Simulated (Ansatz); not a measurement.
Write the native input for Ansatz 0.2.0 that does the following.

* Task: single point
* Functional: PBE
* Potentials or basis: all-electron LAPW, scalar-relativistic
* Cutoff: 246 eV (chosen from the basis error)
* Basis error allowed: 0.001 eV/atom
* k mesh: 8 × 8 × 8
* Occupations: gaussian, width 0.013 eV
* Spin: no spin polarisation

Crystal: CdS (Hawleyite).

```
CELL_PARAMETERS angstrom
0.00000 2.91650 2.91650
2.91650 0.00000 2.91650
2.91650 2.91650 0.00000
ATOMIC_POSITIONS crystal
Cd 0.00000 0.00000 0.00000
S 0.75000 0.75000 0.75000
```

These files were run (other wordings do the same):

input.yaml

```yaml
crystal:
  lattice:
    - [0.0, 2.9165, 2.9165]
    - [2.9165, 0.0, 2.9165]
    - [2.9165, 2.9165, 0.0]
  atoms:
    - { symbol: Cd, position: [0.0, 0.0, 0.0] }
    - { symbol: S, position: [0.75, 0.75, 0.75] }
kpoints:
  mp_grid: { grid: [8, 8, 8] }
scf:
  occupations: { method: gaussian, width: 0.013 }
hamiltonian:
  xc: pbe
  pseudopotentials: { kind: all_electron, lapw: { basis_error: 0.001 } }
output:
  forces: true
  stress: true
  eigenvalues: true
```

Potentials or basis: all-electron LAPW, scalar-relativistic.

Launch:

```bash
$ ansatz run input.yaml --threads 1 --pin off --max-ram 3072MiB --backend cpu --events-out ev --progress --plain --runs-dir out
```

It gave:

```json
{
 "Pressure": "2.9 GPa",
 "Band gap on the k mesh": "1.15 eV, direct"
}
```

Wall time 11 s on 1 thread of Arm Neoverse V1, on a shared host, peak memory 0.26 GiB.
